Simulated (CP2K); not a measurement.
The system is InSe.

```
In Se
1.0
     8.75025    0.00000    0.00000
     7.83599    3.89411    0.00000
     7.83599    1.83973    3.43213
In Se
2 2
Cartesian
  21.7016 5.0951 3.0498
  0.0000 0.0000 0.0000
  4.1982 0.9856 0.5900
  9.3659 2.1989 1.3162
```

Base run:

| Quantity | Value |
| --- | --- |
| Program | CP2K 2026.2 |
| Functional | LDA |
| Potentials or basis | POTENTIAL_UZH In GTH-PBE-q13, Se GTH-PBE-q6; TZVP-MOLOPT-PBE-GTH basis |
| Density cutoff | 9184 eV |
| k mesh | 8 × 8 × 8 |
| Occupations | fermi-dirac, width 0.05 eV |
| Spin | no spin polarisation |

Its results: band gap on the k mesh 0.18 eV, direct; pressure 0.1 GPa; largest force 0.469 eV/Å.

Question: The run is repeated on the same cell with these changes: functional from LDA to PBEsol. What comes out?

Answer: Band gap on the k mesh 0.29 eV, direct; pressure 1.1 GPa; largest force 0.464 eV/Å.

PBEsol binds less tightly than LDA, so the same cell stands under more pressure.

Caveats: the potentials were made for another functional, which shifts forces and pressure; spin-orbit coupling is left out, which moves the levels of the heavy elements; the basis of atomic orbitals isn't converged, which shifts pressures, moduli and gaps.

A k mesh can miss the band edges.
